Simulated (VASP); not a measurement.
H4C19: single point with PBE+D3(BJ)

H4C19, a slab with vacuum:

```
CELL_PARAMETERS angstrom
7.39800 0.00000 0.00000
-3.69900 6.40686 0.00000
0.00000 0.00000 11.00000
ATOMIC_POSITIONS crystal
C 0.99756 0.99060 0.07064
C 0.21853 0.10323 0.06962
C 0.00820 0.33313 0.06921
C 0.22696 0.45095 0.06758
C 0.99806 0.66601 0.07115
C 0.21926 0.77943 0.06936
C 0.33892 0.00332 0.06395
C 0.56086 0.12371 0.06091
C 0.32893 0.33180 0.06397
C 0.54972 0.44473 0.06634
C 0.33973 0.67809 0.06329
C 0.56269 0.79288 0.06248
C 0.67746 0.01723 0.06549
C 0.89605 0.11049 0.06485
C 0.66807 0.34152 0.05898
C 0.88872 0.44036 0.06086
C 0.66884 0.66984 0.06043
C 0.88470 0.77138 0.06201
C 0.12196 0.72410 0.38209
H 0.11855 0.84197 0.32342
H 0.97385 0.57888 0.37004
H 0.24448 0.69639 0.34701
H 0.14855 0.77133 0.47585
```

The cell was built by a generator and needn't be a form met in nature.

* Program: VASP 6.6.1
* Task: single point
* Functional: PBE
* Dispersion: D3(BJ)
* Potentials or basis: VASP PAW PBE potentials, release 64 (C, H)
* Cutoff: 520 eV
* k mesh: 2 × 2 × 1
* Occupations: fermi-dirac, width 0.02 eV
* Spin: no spin polarisation

The largest force is 2.052 eV/Å and the band gap on the k mesh is 0.15 eV, direct. The dispersion energy per atom is -0.078 eV.

Forces in eV/Å, atoms in the order of the input:
```
C    0.360  1.641 -0.679
C   -0.450  1.536 -0.450
C   -1.382  0.955 -0.771
C   -0.055 -0.249 -0.253
C    1.324 -0.819 -1.033
C    1.002  0.265 -0.326
C   -0.620  0.017  0.460
C    0.124 -2.020  0.132
C    1.014  0.123  0.790
C    0.359  0.698 -1.006
C    0.329 -0.865  0.504
C    0.015 -1.573 -0.026
C    0.067 -1.620 -0.575
C   -0.770  0.525  0.697
C    0.560 -0.082  0.393
C    0.015  1.177  0.937
C   -2.021  0.008  0.358
C    0.134  0.274  0.823
C    0.043 -0.294 -1.015
H   -0.071  0.159  0.174
H   -0.128 -0.103  0.154
H    0.158  0.044  0.133
H   -0.010  0.203  0.578
```

Levels at points of the mesh, in eV from the valence-band top:
```
           k point  band 37  band 38  band 39  band 40  band 41  band 42  band 43  band 44
(0.00, 0.00, 0.00)    -3.14    -2.74    -0.02     0.00     0.15     0.18     3.01     4.35
(0.50, 0.00, 0.00)    -2.57    -2.54    -2.52    -2.16     1.57     2.50     2.53     2.62
(0.00, 0.50, 0.00)    -2.57    -2.53    -2.43    -2.31     1.83     2.45     2.47     2.60
(0.50, 0.50, 0.00)    -2.62    -2.56    -2.43    -2.26     1.75     2.39     2.51     2.64
```

Wall time 3 min on 1 thread of Intel(R) Xeon(R) Platinum 8488C (Sapphire Rapids), on a shared host, peak memory 0.55 GiB.

Caveat: the k mesh is coarse (spacing up to 0.49 Å⁻¹), so the values aren't converged.
